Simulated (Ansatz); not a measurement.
## Au(100) / 1 layer Ag(100) / Au(100): resistance against film thickness

How does the resistance across the layers grow with the film in Au(100) / 1 layer Ag(100) / Au(100)?

Method: Ansatz plane-wave DFT, PBE, PAW files; ballistic transport by layer matching (Landauer), zero bias; PAW set soft_1, in the first sound run; inputs show where later runs differ, in Ansatz 0.2.0.

**1. The starting structure**

The cell holds 10 atoms: 9 Au and 1 Ag. Its edges and angles: a = 2.884 Å, b = 2.884 Å, c = 20.403 Å, α = 90.0°, β = 90.0°, γ = 90.0°. It derives from Au and Ag. Regions: lead, 9 atoms (9 Au); films, 1 atom (1 Ag). The structure is stacked along c, and the current runs across the ab planes.

**2. With 1 layer**

The film is laid into the lead at the lead's in-plane lattice, and the cell closes on the lead's own image. The mesh across the current, 26×26, is finer than the density's, because channels open and close sharply across the zone. Energies from -1 to 1 eV in steps of 0.036 eV cover the slope of the Fermi function at 300 K, so the program can form a conductance.

The input, input.yaml:

```yaml
crystal:
  lattice:
    - [2.8837582304, 0.0, 0.0]
    - [0.0, 2.8837582304, 0.0]
    - [0.0, 0.0, 20.4031982613]
  atoms:
    - { symbol: Au, position: [0.0, 0.0, 0.0499707196] }
    - { symbol: Au, position: [0.5, 0.5, 0.1499121589] }
    - { symbol: Au, position: [0.0, 0.0, 0.2498535982] }
    - { symbol: Au, position: [0.5, 0.5, 0.3497950375] }
    - { symbol: Ag, position: [0.0, 0.0, 0.4500292804] }
    - { symbol: Au, position: [0.5, 0.5, 0.5502635233] }
    - { symbol: Au, position: [0.0, 0.0, 0.6502049625] }
    - { symbol: Au, position: [0.5, 0.5, 0.7501464018] }
    - { symbol: Au, position: [0.0, 0.0, 0.8500878411] }
    - { symbol: Au, position: [0.5, 0.5, 0.9500292804] }
kpoints:
  mp_grid: { grid: [13, 13, 2] }
hamiltonian:
  xc: pbe
  pseudopotentials: { kind: paw, azcp: { folder: soft_1 } }
scf:
  occupations: { method: fermi_dirac, width: 0.1 }
output:
  transmission: { leads: [[0, 1]], kmesh: [26, 26], e_range: [-1.0, 1.0], de: 0.036 }
  write_potential: true
  write_density: true
  volumetric_format: npy
  elf: true
```

Launch:

```console
$ ansatz run input.yaml --threads 4 --pin off --max-ram 8192MiB --backend cpu --events-out ev --progress --plain --runs-dir out
```

Numbers of over 12 decimals in the logs are rounded to 6 here.

The program printed:

```text
Engine: ansatz 0.2.0, x86_64-unknown-linux-gnu
Pseudopotentials: kind: paw
Pseudopotential: Au, paw, valence charge 19, recommended cutoff 420 eV (normal), soft_1/Au.paw.azcp
Pseudopotential: Ag, paw, valence charge 19, recommended cutoff 420 eV (normal), soft_1/Ag.paw.azcp
Functional definition: PBE
  parameter kappa = 0.804
  parameter beta = 0.066725
  exchange = pbe_x(kappa = kappa, mu = beta*pi^2/3)
  correlation = pbe_c(beta = beta)
Crystal: 10 atoms, lattice volume = 169.674 Å³
Basis set: ecut = 420 eV, 3305 PW (Γ)
Bands: 114, of which v1, the nominal top of the filled ones, is band 95 counted from 1 (94 counted from 0)
Symmetry: 16 space group operations
Space group: P4/mmm (ITA 123), of the structure as read, at distance tolerance 5.5e-5 Å
k-points: 56 of 338
Non-local potential: Au, projectors of the file, l = 0: 3, l = 1: 2, l = 2: 2, l = 3: 1
Non-local potential: Ag, projectors of the file, l = 0: 3, l = 1: 2, l = 2: 2, l = 3: 1
PAW form: soft (Blöchl's): semilocal exchange-correlation on the pseudo side does not see the compensation charge
PAW one-centre angular grid: Au, 590 points (default); XC on 64 Gauss nodes
PAW one-centre angular grid: Ag, 590 points (default); XC on 64 Gauss nodes
Initial density: superposition of atomic densities (chi_scale 0.1, normalization cell, long waves of neutral atoms (reshape's long-wave potential 7.29 eV rms, cloud 2.81 Å wide))
Initial wavefunctions: pseudopotential atomic-orbital guess
Functional: x = pbe(κ = 0.804, μ = 0.219515), c = pbe(β = 0.066725)
SCF iter   1: F=—  HF=-125958.912457 eV  |F-HF|=—  |Δ(HF+E_count)|=         —  Δρ=9.71e-2  dr2=5.13e1  ethr=3.10e-3  ⟨swp⟩=4.9  Hψ=19647  notcnv=0  defer=205
preconditioner: auto → Kerker (q_TF=auto, 2.780 Å⁻¹)  [metal: Δε(μ)=0.011 eV  Ē_g=10.434 eV  σ=0.100 eV  W_gap=0.03  n_scr=62 (ndim 8)  ℏωp=29.9 eV  f_vac=0.000  D(μ)=3.74/eV (n_scr^D=12)]
SCF iter   2: F=—  HF=-125954.252159 eV  |F-HF|=—  |Δ(HF+E_count)|=    4.66e0  Δρ=4.97e-2  dr2=2.35e1  ethr=3.10e-3  ⟨swp⟩=2.2  Hψ=11041  notcnv=0  defer=467
SCF iter   3: F=—  HF=-125951.800657 eV  |F-HF|=—  |Δ(HF+E_count)|=    2.45e0  Δρ=1.19e-2  dr2=4.16e0  ethr=3.10e-3  ⟨swp⟩=2.6  Hψ=10034  notcnv=0  defer=485
SCF iter   4: F=—  HF=-125951.485081 eV  |F-HF|=—  |Δ(HF+E_count)|=   3.16e-1  Δρ=6.20e-3  dr2=5.14e-1  ethr=2.19e-3  ⟨swp⟩=1.7  Hψ=7517  notcnv=0  defer=482
SCF iter   5: F=—  HF=-125951.437599 eV  |F-HF|=—  |Δ(HF+E_count)|=   4.75e-2  Δρ=2.93e-3  dr2=8.51e-2  ethr=2.71e-4  ⟨swp⟩=2.0  Hψ=8616  notcnv=0  defer=493
SCF iter   6: F=—  HF=-125951.432334 eV  |F-HF|=—  |Δ(HF+E_count)|=   5.26e-3  Δρ=8.91e-4  dr2=8.33e-3  ethr=4.48e-5  ⟨swp⟩=1.3  Hψ=6443  notcnv=0  defer=493
SCF iter   7: F=—  HF=-125951.431938 eV  |F-HF|=—  |Δ(HF+E_count)|=   3.97e-4  Δρ=3.13e-4  dr2=1.40e-3  ethr=4.38e-6  ⟨swp⟩=1.1  Hψ=6383  notcnv=0  defer=492
SCF iter   8: F=—  HF=-125951.431798 eV  |F-HF|=—  |Δ(HF+E_count)|=   1.39e-4  Δρ=1.11e-4  dr2=1.93e-4  ethr=7.39e-7  ⟨swp⟩=1.8  Hψ=6132  notcnv=0  defer=492
SCF iter   9: F=—  HF=-125951.431819 eV  |F-HF|=—  |Δ(HF+E_count)|=   2.03e-5  Δρ=3.77e-5  dr2=3.41e-5  ethr=1.02e-7  ⟨swp⟩=1.1  Hψ=5893  notcnv=0  defer=492
SCF iter  10: F=—  HF=-125951.431776 eV  |F-HF|=—  |Δ(HF+E_count)|=   4.21e-5  Δρ=1.58e-5  dr2=5.10e-6  ethr=1.80e-8  ⟨swp⟩=1.0  Hψ=6149  notcnv=0  defer=493
SCF iter  11: F=—  HF=-125951.431776 eV  |F-HF|=—  |Δ(HF+E_count)|=   2.25e-7  Δρ=7.95e-6  dr2=1.64e-6  ethr=2.69e-9  ⟨swp⟩=1.0  Hψ=5885  notcnv=0  defer=493
SCF iter  12: F=—  HF=-125951.431776 eV  |F-HF|=—  |Δ(HF+E_count)|=   6.97e-8  Δρ=3.36e-6  dr2=1.86e-7  ethr=8.66e-10  ⟨swp⟩=1.0  Hψ=5885  notcnv=0  defer=493
SCF iter  13: F=-125951.431776 eV  HF=-125951.431776 eV  |F-HF|=1.10e-8  |Δ(HF+E_count)|=   9.63e-9  Δρ=1.30e-6  dr2=1.30e-8  ethr=5.26e-11  ⟨swp⟩=10.0  Hψ=21327  notcnv=0
SCF 1 converged in 13 iterations: F = -125951.431776 eV  dr2 = 1.30e-8
  greatest PAW one-centre occupation: 1.001 electrons in one spin orbital (limit 2), on the Ag atom at site 4 (counted from 0), in its partial waves of l = 0
transmission: 315 of 3150 steps passed
transmission: 630 of 3150 steps passed
[...]
transmission: 3150 of 3150 steps passed
SCF converged after 13 iterations
Free energy (F): -125951.431776 eV
Harris-Foulkes:  -125951.431776 eV  (|F-HF|=1.10e-8)
Internal energy: -125951.346275 eV  (E = F + TS)
E sigma→0 (E₀):  -125951.389025 eV
Entropy (-TS):   -0.085501 eV (-8.550 meV/atom)
Fermi energy:    20.396561 eV
--- Per-component energies (eV) ---
  E_band       = -2090.789697
  E_kinetic    = 5673.402125
  E_local      = -17315.385824  (includes V_loc(G=0)·N_el)
  E_nonlocal   = 913.544141
  E_hartree    = 7630.169616
  E_xc         = -2099.435630
  E_vxc        = -2558.341711  (∫ρ·V_xc dr)
  E_paw        = -91539.435631  (= ΣΔE_a)
  E_vpaw       = -4064.367040  (= ΣTr[D̂ρ^β])
  E_aug_tail   = 0.015792  (compensation charges beyond the density's cutoff)
  E_ewald      = -29214.220864
  E_smearing   = -0.085501  (= −TS)
  E_closure    = 0.000000  (closes the sum)
  Σ components = -125951.431776   (vs F -125951.431776, Δ=0.00e0)
--- Band table (eV; the first three rows and the last of 56) ---
  k-point 0: bands = [... 91 lower, 18.2190, 18.2898, 18.2898, 18.3099, 18.6447, 18.6447, 19.1876, 19.2264, ... 15 higher]
  k-point 1: bands = [... 91 lower, 18.0857, 18.2399, 18.3038, 18.4475, 18.4475, 18.5948, 18.5948, 20.6227, ... 15 higher]
  k-point 2: bands = [... 91 lower, 18.0188, 18.1921, 18.2173, 18.3398, 18.4228, 18.6127, 19.8090, 19.9053, ... 15 higher]
  k-point 55: bands = [... 91 lower, 21.4738, 22.0592, 22.2025, 23.2424, 23.4462, 24.1647, 24.3659, 24.5819, ... 15 higher]
--- Transmission ---
  basis      : 69 plane waves across, 30 finite elements along
  points     : 105, standing for a mesh of 26 x 26
  filling    : by the input's occupations and mesh, since the crystals that have channels conduct as metals do. If one of these is a semiconductor, that mesh has misplaced its level
  energies   : 56 from -1.000000 to 0.980000 eV about the Fermi level, 0.036000 eV apart; the leads are filled to 0.000000 eV, and channels, transmission and decay are at 0.008000 eV
  crystal 0  : Au1, at the sites [0, 1], period 2.0391 Å, over 18.35 Å; its Hamiltonian steps by up to 2.3 meV
    offset         : up to 0.0000 Å between an atom of the period and one for which it stands
    filled         : 22.0 meV over the level at which it is neutral
    channels       : 9.423077e-1 a spin
    conductance    : 8.8158e14 S/m² at 300 K; may be off by some 0.0 % by where its bands' edges are placed, 5.1 % from the k-mesh, 0.3 % from the distance to neutral
    slowest decay  : 0.0389 /Å at (0.4615, 0.4231)
  junction   : crystal 0 to crystal 0, -0.70 to 17.67 Å
    transmission   : 8.800821e-1 a spin
    conductance    : 8.2118e14 S/m² at 300 K (8.4907e14 on every other point, 8.2128e14 on every other energy)
    error estimate : 0.0 % from the energy spacing and 0.0 % from band edges of the leads and from resonances (wavevectors taken as independent; lower de), 5.0 % from the k-mesh, 0.1 % from the steps of its leads' Hamiltonians or their offsets (lay more layers), 0.3 % from the distance to neutral
    resistance     : 8.3428e-5 Ω µm² beyond half of each lead's own
```

The job ended after 1.8 min (4 threads of AMD EPYC 9R14 (Zen 4), shared host; peak memory 1.2 GiB; 6.2 min of CPU time).

The column dr2 measures how far the density is from self-consistency, as an energy; F and HF (Harris–Foulkes) agree once it is small.

Numbers from this step:

```yaml
free_energy: -125951.4318 eV
energy_at_zero_smearing: -125951.3890 eV
fermi_energy: 20.40 eV
cell_area: 8.316 Å²
step_of_the_lead_s_potential: 2.3 meV
ballistic_conductance_of_the_lead: 8.82e14 S/m²
estimated_errors_of_the_lead_s_conductance: 0, 5.1, 0.3 % (band edges, k-mesh, distance from neutral)
lead_conductance_per_cell: 0.9462 G₀
conductance_of_the_junction: 8.21e14 S/m²
junction_conductance_per_cell: 0.8814 G₀
estimated_errors_of_the_junction_s_conductance: 0, 0, 5, 0.1, 0.3 % (energy step, band edges, k-mesh, leads' steps, distance from neutral)
area_resistance_that_the_stack_adds_contact_term_taken_off_spin_by_spin: 0.08343 fΩ m²
```

Per spin. The transmission, zone mean by energy, zero at the Fermi level:

energy (eV), transmission, zone mean and a bar from the least value:
```
   -1.000      0.745 
   -0.964      0.759 ##
   -0.892      0.757 ##
   -0.856      0.756 ##
   -0.784      0.777 #####
   -0.748      0.795 #######
   -0.676      0.806 #########
   -0.640      0.806 #########
   -0.568      0.820 ###########
   -0.532      0.829 ############
   -0.460      0.833 #############
   -0.424      0.835 #############
   -0.352      0.843 ##############
   -0.316      0.837 #############
   -0.244      0.836 #############
   -0.208      0.847 ###############
   -0.136      0.861 #################
   -0.100      0.865 #################
   -0.028      0.879 ###################
    0.008      0.880 ####################
    0.080      0.898 ######################
    0.116      0.900 ######################
    0.188      0.912 ########################
    0.224      0.913 ########################
    0.296      0.921 #########################
    0.332      0.915 #########################
    0.404      0.908 ########################
    0.440      0.916 #########################
    0.476      0.927 ##########################
    0.512      0.909 ########################
    0.548      0.918 #########################
    0.620      0.927 ##########################
    0.656      0.931 ###########################
    0.728      0.943 #############################
    0.764      0.944 #############################
    0.836      0.936 ############################
    0.872      0.940 ############################
    0.944      0.944 #############################
    0.980      0.952 ##############################
```

Per spin. The open channels, zone mean, lead by energy, zero at the Fermi level:

| energy (eV) | open channels, zone mean, lead |
| --- | --- |
| -1.000 | 0.818 |
| -0.892 | 0.842 |
| -0.820 | 0.824 |
| -0.712 | 0.859 |
| -0.640 | 0.871 |
| -0.532 | 0.901 |
| -0.424 | 0.913 |
| -0.352 | 0.913 |
| -0.244 | 0.895 |
| -0.136 | 0.930 |
| -0.064 | 0.942 |
| 0.008 | 0.942 |
| 0.044 | 0.954 |
| 0.116 | 0.966 |
| 0.224 | 0.978 |
| 0.332 | 0.996 |
| 0.404 | 0.984 |
| 0.512 | 0.978 |
| 0.620 | 1.00 |
| 0.692 | 1.01 |
| 0.800 | 1.03 |
| 0.872 | 1.02 |
| 0.980 | 1.04 |

Transmission over k1 and k2. At 0.0080 eV from the Fermi level.

Ten even steps from '0' (0.00) to '9' (1.89):
```
00044444455555555544444400
00444444455555555544444440
04444444445555555444444444
04444444445555555444444444
04444444445555555444444444
04444444444555554444444444
04444444444555554444444444
94444444444555554444444444
95544444445555555444444455
95555544455555555544455555
05555555555555555555555555
05555555555555555555555555
05555555555555555555555555
05555555555555555555555555
05555555555555555555555555
95555544455555555544455555
95544444445555555444444455
94444444444555554444444444
04444444444555554444444444
04444444444555554444444444
04444444445555555444444444
04444444445555555444444444
04444444445555555444444444
00444444455555555544444440
00044444455555555544444400
00000000999000009990000000
```
Columns: k1 (b1) from -0.5 to 0.462; rows upwards: k2 (b2) from -0.5 to 0.462.

Open channels over k1 and k2. At 0.0080 eV from the Fermi level.

Values, 12 rows by 16 columns, each cell a mean:
```
0.03 0.50 1.00 1.00 1.00 1.00 1.00 1.00 1.00 1.00 1.00 1.00 1.00 1.00 0.89 0.25
0.38 1.00 1.00 1.00 1.00 1.00 1.00 1.00 1.00 1.00 1.00 1.00 1.00 1.00 1.00 1.00
0.38 1.00 1.00 1.00 1.00 1.00 1.00 1.00 1.00 1.00 1.00 1.00 1.00 1.00 1.00 1.00
1.33 1.00 1.00 1.00 1.00 1.00 1.00 1.00 1.00 1.00 1.00 1.00 1.00 1.00 1.00 1.00
1.14 1.00 1.00 1.00 1.00 1.00 1.00 1.00 1.00 1.00 1.00 1.00 1.00 1.00 1.00 1.00
0.38 1.00 1.00 1.00 1.00 1.00 1.00 1.00 1.00 1.00 1.00 1.00 1.00 1.00 1.00 1.00
0.48 1.00 1.00 1.00 1.00 1.00 1.00 1.00 1.00 1.00 1.00 1.00 1.00 1.00 1.00 1.00
1.62 1.00 1.00 1.00 1.00 1.00 1.00 1.00 1.00 1.00 1.00 1.00 1.00 1.00 1.00 1.00
0.76 1.00 1.00 1.00 1.00 1.00 1.00 1.00 1.00 1.00 1.00 1.00 1.00 1.00 1.00 1.00
0.38 1.00 1.00 1.00 1.00 1.00 1.00 1.00 1.00 1.00 1.00 1.00 1.00 1.00 1.00 1.00
0.24 0.91 1.00 1.00 1.00 1.00 1.00 1.00 1.00 1.00 1.00 1.00 1.00 1.00 1.00 0.76
0.00 0.13 0.54 0.54 0.61 1.46 1.25 0.54 0.54 0.68 1.46 1.18 0.54 0.54 0.43 0.03
```
Columns: k1 (b1) from -0.5 to 0.462; rows upwards: k2 (b2) from -0.5 to 0.462.

Electrostatic potential energy in the ca plane at fractional y = 0.000, with atoms of Au and Ag within 0.2 Å of it. With pseudopotentials it is smooth inside the atoms' cores, unlike the true potential.

Ten even steps from '0' (-29 eV) to '9' (23 eV), each cell a mean:
```
61001599999720004899998446458999984000279999
84214799999852137999999644479999997312589999
98778999999987679999999977899999999767899999
99999999999999999999999999999999999999999999
99889999999998889999999988999999999888999999
86446899999974458999999855689999998544799999
72002699999830015999998544458999985100489999
51000599999710004899998458548999983000279999
```
Columns run along c (16.0 Å, from fractional 0.01 to 0.79 of the cell; values clipped at the 3rd and 97th percentile), rows up along a (2.9 Å). Atoms in or near the plane, at fractional coordinates: Au at (0.05, 0.00), Au at (0.25, 0.00), Ag at (0.45, 0.00), Au at (0.65, 0.00).

Valence density in the ca plane at fractional y = 0.000, with atoms of Au and Ag within 0.2 Å of it. It is the smooth field of the valence electrons, not physical close to the nuclei.

Ten steps, logarithmic in the rise over the least value, from '0' (0 e/Å³) to '9' (21 e/Å³), each cell a mean:
```
36887410000368874100002589851000025788620000
24665210000146653100001356531000013566410000
12332100100123321001100123210011001233110010
01111001110011110011100001000011100111000111
01221101110012211001100011100011001122100111
13553200000135542100001245420000012454310000
36776310000257764100001478741000014777520000
47897410001368975100002689852000025898630000
```
Columns run along c (16.0 Å, from fractional 0.01 to 0.79 of the cell), rows up along a (2.9 Å). Atoms in or near the plane, at fractional coordinates: Au at (0.05, 0.00), Au at (0.25, 0.00), Ag at (0.45, 0.00), Au at (0.65, 0.00).

ELF in the ca plane at fractional y = 0.000, with atoms of Au and Ag within 0.2 Å of it. It is the smooth field of the valence electrons, not physical close to the nuclei.

Ten even steps from '0' (0.11) to '9' (0.82), each cell a mean:
```
35775310001357764100001468631000024686521000
24554210001135542100000245420000013455311000
12332111111112321111110012100111111232111111
11111111111111111111111000001111111111111111
11221111111111211111111001001111111121111111
13443110001124432101100133210111112344211000
35665310001246653100001356530000013566421000
36896410001358964200001479741000024697531000
```
Columns run along c (16.0 Å, from fractional 0.01 to 0.79 of the cell), rows up along a (2.9 Å). Atoms in or near the plane, at fractional coordinates: Au at (0.05, 0.00), Au at (0.25, 0.00), Ag at (0.45, 0.00), Au at (0.65, 0.00).

The lead's potential steps by 2.3 meV from period to period, small in itself. The program estimates the junction's conductance to 5 % from the k-mesh, 0.3 % from the leads' distance from neutral and 0.1 % from their steps.

By hand: 1/G − 1/G_lead = 1/0.8212 − 1/0.8816 = 0.0834 fΩ m² with G in 10¹⁵ S/m².

**3. With 3 layers, k-mesh 13×13×1, film layers 3**

The stack now holds 3 film layers; the k-mesh follows the cell, and the energies span -0.27 to 0.27 eV.

System of this step: Au(100) / 3 layers Ag(100) / Au(100). The cell holds 12 atoms: 9 Au and 3 Ag. Cell: a = 2.884 Å, b = 2.884 Å, c = 24.505 Å, α = 90.0°, β = 90.0°, γ = 90.0°. It derives from Au and Ag. Regions: lead, 9 atoms (9 Au); films, 3 atoms (3 Ag). The structure is stacked along c, and the current runs across the ab planes.

The input, input.yaml:

```yaml
crystal:
  lattice:
    - [2.8837582304, 0.0, 0.0]
    - [0.0, 2.8837582304, 0.0]
    - [0.0, 0.0, 24.5053447839]
  atoms:
    - { symbol: Au, position: [0.0, 0.0, 0.0416057194] }
    - { symbol: Au, position: [0.5, 0.5, 0.1248171583] }
    - { symbol: Au, position: [0.0, 0.0, 0.2080285972] }
    - { symbol: Au, position: [0.5, 0.5, 0.2912400361] }
    - { symbol: Ag, position: [0.0, 0.0, 0.3746952639] }
    - { symbol: Ag, position: [0.5, 0.5, 0.4583942806] }
    - { symbol: Ag, position: [0.0, 0.0, 0.5420932972] }
    - { symbol: Au, position: [0.5, 0.5, 0.625548525] }
    - { symbol: Au, position: [0.0, 0.0, 0.7087599639] }
    - { symbol: Au, position: [0.5, 0.5, 0.7919714028] }
    - { symbol: Au, position: [0.0, 0.0, 0.8751828417] }
    - { symbol: Au, position: [0.5, 0.5, 0.9583942806] }
kpoints:
  mp_grid: { grid: [13, 13, 1] }
hamiltonian:
  xc: pbe
  pseudopotentials: { kind: paw, azcp: { folder: soft_1 } }
scf:
  occupations: { method: fermi_dirac, width: 0.1 }
output:
  transmission:
    leads: [[0, 1]]
    kmesh: [26, 26]
    e_range: [-0.27, 0.27]
    de: 0.036
  write_potential: true
  write_density: true
  volumetric_format: npy
```

The program printed:

```text
[...]
Crystal: 12 atoms, lattice volume = 203.788 Å³
Basis set: ecut = 420 eV, 3989 PW (Γ)
Bands: 137, of which v1, the nominal top of the filled ones, is band 114 counted from 1 (113 counted from 0)
Symmetry: 16 space group operations
[...]
k-points: 28 of 169
[...]
--- Transmission ---
  basis      : 69 plane waves across, 33 finite elements along
  points     : 105, standing for a mesh of 26 x 26
[...]
filled         : 15.5 meV over the level at which it is neutral
    channels       : 9.423077e-1 a spin
[...]
slowest decay  : 0.0375 /Å at (0.4615, 0.4231)
  junction   : crystal 0 to crystal 0, -0.70 to 21.77 Å
    transmission   : 8.748528e-1 a spin
[...]
resistance     : 9.1886e-5 Ω µm² beyond half of each lead's own
[key lines of the parts left out:]
SCF converged after 13 iterations
Free energy (F): -141132.661287 eV
Fermi energy:    19.877043 eV
```

Wall time 44 s (4 threads); peak memory 1.2 GiB.

Numbers from this step:

| Item | Value |
| --- | --- |
| free energy | -141132.6613 eV |
| energy at zero smearing | -141132.6142 eV |
| Fermi energy | 19.88 eV |
| step of the lead's potential | 0.7 meV |
| ballistic conductance of the lead | 8.81e14 S/m² |
| estimated errors of the lead's conductance | 0, 5.1, 0.2 % (band edges, k-mesh, distance from neutral) |
| lead conductance per cell | 0.9451 G₀ |
| conductance of the junction | 8.15e14 S/m² |
| junction conductance per cell | 0.8743 G₀ |
| estimated errors of the junction's conductance | 0, 0, 4.3, 0, 0.2 % (energy step, band edges, k-mesh, leads' steps, distance from neutral) |
| area resistance that the stack adds (contact term taken off, spin by spin) | 0.09189 fΩ m² |

Per spin. Transmission, zone mean against energy, zero at the Fermi level:

| energy (eV) | transmission, zone mean |
| --- | --- |
| -0.270 | 0.827 |
| -0.234 | 0.827 |
| -0.198 | 0.841 |
| -0.162 | 0.843 |
| -0.126 | 0.856 |
| -0.090 | 0.859 |
| -0.054 | 0.870 |
| -0.018 | 0.873 |
| 0.018 | 0.875 |
| 0.054 | 0.884 |
| 0.090 | 0.888 |
| 0.126 | 0.890 |
| 0.162 | 0.892 |
| 0.198 | 0.898 |
| 0.234 | 0.895 |
| 0.270 | 0.893 |

The conductance of the junction is 8.1e14 S/m², 0.80 % under the 8.2e14 S/m² of the last finished run, within the error estimates, leads' steps apart, of 5 and 4.3 %.

(Continued in part 2 of 2.)

[Logs are printed without paths, hosts, clocks, repeated set-up lines and the standing remarks that a program may print on its own settings, such as how far it seeks lower states.]

[Hosts, paths, dates, database ids (printed as entryN), source tags and the programs' standing remarks are cut or masked in the printed files.]
